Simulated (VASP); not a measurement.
Runs of VASP 6.6.1 on Ba. The cell holds a slab with vacuum, 2 atoms: a = 3.910 Å, b = 4.141 Å, c = 20.700 Å, α = 90.00°, β = 90.00°, γ = 118.17°. 

```csv
task,level,potentials or basis,cell,k mesh,gap on the mesh (eV),largest force (eV/Å),work function (eV)
work function,PBE,"VASP PAW PBE potentials, release 64 (Ba_sv)",as given,8 × 8 × 1,none,0.19,(a)
work function,revPBE,"VASP PAW PBE potentials, release 64 (Ba_sv)",as given,8 × 8 × 1,none,0.18,2.41
single point,PBE,"VASP PAW PBE potentials, release 64 (Ba_sv)","the (0 0 1) slab of Ba, cut from the database cell, not relaxed",8 × 8 × 1,none,0.19,-
work function,RPBE,"VASP PAW PBE potentials, release 64 (Ba_sv)",as given,8 × 8 × 1,none,0.18,2.41
work function,AM05,"VASP PAW PBE potentials, release 64 (Ba_sv)",as given,8 × 8 × 1,none,0.20,2.43
```

Alike in all rows: no spin polarisation; cutoff (eV) 520; smearing fermi-dirac 0.05 eV.

Fill in the values left out.

(a) 2.51.

Caveats: the PAW data sets were made with another functional, which shifts forces and pressure a little (some runs).

A k mesh can miss the band edges, and the runs leave out spin-orbit coupling on Ba.

A gap of «none» marks a metal or a gap under the smearing width.

Not every run made on this cell is shown here.
